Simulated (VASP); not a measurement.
A run of VASP 6.6.1:

The input INCAR:

```
PREC = Accurate
ENCUT = 600
EDIFF = 1E-7
ISMEAR = 0
SIGMA = 0.03
LREAL = F
LASPH = T
NELM = 80
ALGO = Normal
ISIF = 3
LWAVE = F
LCHARG = F
GGA = PE
IBRION = 2
NSW = 90
EDIFFG = -0.005
```

The input KPOINTS:

```
Automatic mesh
0
Gamma
  9 9 4
```

Contents of POSCAR:

```
MgTe                                    
1.0
    4.6082289781     -0.0000000000      0.0000000000
   -2.3041144890      3.9908433615     -0.0000000000
    0.0000000000     -0.0000000000      7.5017391585
  Mg              Te            
     2     2
Direct
     0.3333333332999970    0.6666666667000030    0.0044485857679894
     0.6666666667000030    0.3333333332999970    0.5044485857679893
     0.3333333332999970    0.6666666667000030    0.3805514142320087
     0.6666666667000030    0.3333333332999970    0.8805514142320087
```

Potentials or basis: VASP PAW PBE potentials, release 64 (Mg, Te).

The run is started by

```console
$ cat potpaw_PBE.64/Mg/POTCAR potpaw_PBE.64/Te/POTCAR > POTCAR
$ mpirun -np 1 vasp_std > vasp.out
```

Hardware: 1 thread of Intel(R) Xeon(R) 6975P-C (Granite Rapids), with other jobs on the host.

Problem. Estimate the wall time of this run.

Solution. Run time: 74 s on 1 thread of Intel(R) Xeon(R) 6975P-C (Granite Rapids), with other jobs on the host, peak memory 0.34 GiB. Counts: scf iterations 18, k points 36, ion steps 2.
